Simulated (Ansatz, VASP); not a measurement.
Be: VASP beside Ansatz

File INCAR:

```
ALGO = Normal
EDIFF = 1E-6
ENCUT = 520
GGA = RE
ISIF = 2
ISMEAR = -1
LASPH = True
LCHARG = False
LREAL = False
LWAVE = False
NBANDS = 12
NELM = 80
PREC = Accurate
SIGMA = 0.1
```

The input KPOINTS:

```
k-points
0
Gamma
  8 8 3
```

Contents of POSCAR:

```
Be
1.0
    2.1064200000      1.3921820000      0.0000000000
    2.1064200000     -1.3921820000      0.0000000000
    0.0000000000      0.0000000000     -5.6790580000
Be
4
Direct
    0.1500000000      0.8500000000      0.8830000000
    0.3500000000      0.6500000000      0.3830000000
    0.8500000000      0.1500000000      0.1170000000
    0.6500000000      0.3500000000      0.6170000000
```

Input for Ansatz:

```yaml
crystal:
  lattice:
    - [2.10642, 1.392182, 0.0]
    - [2.10642, -1.392182, 0.0]
    - [0.0, 0.0, -5.679058]
  atoms:
    - { symbol: Be, position: [0.15, 0.85, 0.883] }
    - { symbol: Be, position: [0.35, 0.65, 0.383] }
    - { symbol: Be, position: [0.85, 0.15, 0.117] }
    - { symbol: Be, position: [0.65, 0.35, 0.617] }
  symmetry: { tolerance: 0.0003 }
kpoints:
  mp_grid: { grid: [8, 8, 3], shift: [0, 0, 0] }
magnetization:
  spin_polarized: false
scf:
  occupations: { method: fermi_dirac }
hamiltonian:
  pseudopotentials: { kind: paw }
  xc: revpbe
basis:
  ecutwfc: 420
output:
  forces: true
  stress: true
  eigenvalues: true
```

The cell was built by a generator and needn't be a form met in nature.

Alike in both runs: task single point; functional revPBE; k mesh 8 × 8 × 3; no spin polarisation.

```csv
,VASP,Ansatz
version,VASP 6.6.1,Ansatz 0.2.0
potentials or method,"VASP PAW PBE potentials, release 64 (Be)",PAW plane waves
plane-wave cutoff (eV),520,420
occupations,"fermi-dirac, width 0.1 eV",fermi-dirac
valence electrons in the cell,8,8
```

|  | VASP | Ansatz | Ansatz less VASP |
| --- | --- | --- | --- |
| gap on the k mesh at the Fermi level (eV) | none | none | - |
| pressure (GPa) | 25.6 | 25.6 | -0.03 |
| largest component of the traceless stress (GPa) | 57.33 | 57.17 | -0.163 |
| rms of the force components (eV/Å) | 3.945 | 3.930 | -0.0154 |

Atom by atom the forces differ by 0.017 eV/Å (rms over components). A gap of «none» marks a metal or a gap that the smearing closes.

Caveats: the k mesh is coarse (spacing up to 0.37 Å⁻¹), so the values aren't converged; so large a pressure means that the cell lies far from this level's equilibrium, or that cutoff or potentials fall short (VASP); the potentials were made for another functional, which shifts forces and pressure (VASP).
